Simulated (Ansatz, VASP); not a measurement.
GaP in VASP and in Ansatz

```
Ga P
1.0
     0.00000    2.70335    2.70335
     2.70335    0.00000    2.70335
     2.70335    2.70335    0.00000
Ga P
1 1
Direct
  0.00000 0.00000 0.00000
  0.75000 0.75000 0.75000
```

Alike in both runs: task single point; functional PBE; dispersion D3(BJ); k mesh 8 × 8 × 8; occupations gaussian, width 0.05 eV; no spin polarisation.

|  | VASP | Ansatz |
| --- | --- | --- |
| version | VASP 6.6.1 | Ansatz 0.2.0 |
| potentials or method | VASP PAW PBE potentials, release 64 (Ga_d, P) | scalar-relativistic, plane waves, PAW |
| plane-wave cutoff (eV) | 520 | 420 |
| valence electrons in the cell | 18 | 18 |

Ansatz gave:

```
gap on the k mesh at the Fermi level (eV) : 1.60
least direct gap on the mesh (eV)         : 2.03
pressure (GPa)                            : 1.9
dispersion energy (meV/atom)              : -325.0
```

Question: Which values does VASP return?

Answer: gap on the k mesh at the Fermi level (eV): 1.60; least direct gap on the mesh (eV): 2.03; pressure (GPa): 1.8; dispersion energy (meV/atom): -324.9.

A k mesh can miss the band edges. PBE gaps usually lie below the measured ones, often by a third to a half.
